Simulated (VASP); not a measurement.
A run of VASP 6.6.1:

The input INCAR:

```
PREC = Accurate
ENCUT = 600
EDIFF = 1E-6
ISMEAR = 0
SIGMA = 0.03
LREAL = F
LASPH = T
NELM = 80
ALGO = Normal
ISIF = 3
LWAVE = F
LCHARG = F
GGA = PE
IVDW = 12
IBRION = 2
NSW = 90
EDIFFG = -0.01
```

File KPOINTS:

```
regular mesh
0
Gamma
  9 9 6
```

File POSCAR:

```
Te
1.0
    4.4540000000      0.0000000000      0.0000000000
   -2.2270000000      3.8572771500      0.0000000000
    0.0000000000      0.0000000000      5.9240000000
Te
3
Direct
    0.2690000000      0.0000000000      0.3333333300
    0.0000000000      0.2690000000      0.6666666700
    0.7310000000      0.7310000000      0.0000000000
```

Potentials or basis: VASP PAW PBE potentials, release 64 (Te).

Command:

```bash
$ cat potpaw_PBE.64/Te/POTCAR > POTCAR
$ mpirun -np 1 vasp_std > vasp.out
```

Hardware: 1 thread of Intel(R) Xeon(R) Platinum 8259CL CPU @ 2.50GHz (Skylake/Cascade Lake) (shared host).

Question: Estimate the wall time of this run.

Answer: Wall time 6 min on 1 thread of Intel(R) Xeon(R) Platinum 8259CL CPU @ 2.50GHz (Skylake/Cascade Lake), with other jobs on the host, peak memory 0.31 GiB. Counts: scf iterations 84, k points 62, ion steps 14.
